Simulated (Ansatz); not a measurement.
## What a change of settings does to a run on CdTe

The cell is the one relaxed in the Materials Project (mp-406), not relaxed further here; entries there can be hypothetical.

First run: DFT, PBEsol, all-electron PAW with datasets made for the crystal, scalar-relativistic (Ansatz 0.2.0).

Command: `ansatz run input.yaml --threads 1 --pin off --max-ram 2048MiB --backend cpu --events-out ev --progress --plain --runs-dir out` The run took 5.7 s on 1 thread of Intel(R) Xeon(R) Platinum 8488C (Sapphire Rapids) (shared host).

```yaml
crystal:
  lattice:
    - [0.0, 3.2821135562, 3.2821135562]
    - [3.2821135562, 0.0, 3.2821135562]
    - [3.2821135562, 3.2821135562, 0.0]
  atoms:
    - { symbol: Cd, position: [0.0, 0.0, 0.0] }
    - { symbol: Te, position: [0.75, 0.75, 0.75] }
kpoints:
  mp_grid: { grid: [7, 7, 7] }
scf:
  occupations: { method: fermi_dirac, width: 0.01 }
hamiltonian:
  xc: pbesol
  pseudopotentials: { kind: all_electron, datasets: crystal, nuclear_model: point }
output:
  forces: true
  stress: true
  eigenvalues: true
  efg: { contact_densities: true }
```

Result: converged; pressure -1.30 GPa; gap on the k mesh 0.55 eV (the mesh can miss the band edges); 8 SCF iterations.

Spin–orbit coupling is left out, though it moves levels of the heavy atoms by tenths of an eV or more.

The input is then changed:

```diff
@@ -11,4 +11,5 @@
 scf:
   occupations: { method: fermi_dirac, width: 0.01 }
+  algorithm: density_mixing
 hamiltonian:
   xc: pbesol
@@ -19,3 +20,4 @@
   eigenvalues: true
   efg: { contact_densities: true }
+accuracy: high
```

(1) Predict the outcome of the changed run.

## Answers

(1) It was refused before any iteration. The program says:
```
Error: hamiltonian.pseudopotentials.datasets: crystal, beside a feature not held to (accuracy, as the run sets its own cutoffs) — the datasets of this kind: all_electron run are made for its crystal, and no such run has been held to what stands beside, or a reason given rules it out; change each as told or leave it out, or set another kind (and leave the keys of all_electron out)
```
